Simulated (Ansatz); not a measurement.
AlN: what a change of element does

All numbers are results of PBE, scalar-relativistic (spin polarisation where moments were expected) in the plane-wave PAW code Ansatz at 420 eV, Gaussian smearing of 0.05 eV, not measurements.

AlN was relaxed to zero pressure in the COD cell structure.

The structure is hexagonal, space group P6_3mc (No. 186). Conventional cell: a = 3.130 Å, b = 3.130 Å, c = 5.018 Å, α = 90.00°, β = 90.00°, γ = 120.00°. Around Al (site symmetry 3m) lie 4 N at 1.90 to 1.91 Å. Around N (site symmetry 3m) lie 4 Al at 1.90 to 1.91 Å. Neighbours are those within 15 % of a site's shortest distance, so a longer bond may be listed from one end only.

Results for AlN: a (Å) 3.130, c (Å) 5.018, V (Å³/atom) 10.65, shortest unlike bond (Å) 1.90, gap (eV) 4.03, B0 (GPa) 193, E_f (eV/atom) -1.37.

Problem. All Al is replaced by Ga and the cell relaxed again in the same space group. What comes out?

Solution. GaN: a (Å) 3.218, c (Å) 5.243, V (Å³/atom) 11.76, shortest unlike bond (Å) 1.97, gap (eV) 1.71, B0 (GPa) 172, E_f (eV/atom) -0.44.

The volume changes by +10.5 %, or +3.4 % in mean length, and the shortest unlike bond by 0.07 Å. The bulk modulus goes from 192.7 to 172.3 GPa, as V^−1.1: with like bonding the larger cell is the softer. The formation energy moves by 0.93 eV/atom, so AlN is the more strongly bound against its own elements.

Gaps are (generalised) Kohn–Sham gaps. E_f is the formation energy from the elements run alike, at 0 K, without zero-point energy or any correction for the binding of gas molecules; it is good to about 0.01 eV/atom as a calculation.

All runs used the PAW datasets of the set soft_2.
